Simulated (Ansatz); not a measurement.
Hf2S, 6 atoms in the cell. Symmetry: P6_3/mmc, No. 194, hexagonal system. Conventional cell: a = 3.374 Å, b = 3.374 Å, c = 11.717 Å, α = 90.00°, β = 90.00°, γ = 120.00°. Around Hf (site symmetry 3m) lie 3 S at 2.62 Å. S (site symmetry -6m2) is surrounded by 6 Hf at 2.62 Å. The cell comes from a database or a generator and needn't be the stable form of this composition.

| Quantity | Value |
| --- | --- |
| Program | Ansatz 0.2.0 |
| Task | single point |
| Functional | PBEsol |
| Potentials or basis | Ansatz PAW |
| Cutoff | 420 eV (not typed: the program's choice for these potentials) |
| k mesh | 9 × 9 × 3 |
| Occupations | fermi-dirac, width 0.05 eV |
| Spin | no spin polarisation |

Potentials or basis: Ansatz PAW.

Launch:

```bash
$ ansatz run input.yaml --threads 2 --pin off --max-ram 5632MiB --backend cpu --events-out ev --progress --plain --runs-dir out
```

Hardware: 2 threads of AMD EPYC 7R13 Processor (Zen 3), on a shared host.

How long does it take, and how much memory?

Wall time 5 s on 2 threads of AMD EPYC 7R13 Processor (Zen 3), on a shared host, peak memory 0.52 GiB. Counts: scf iterations 8, plane waves 2271, k points 24, bands 70.
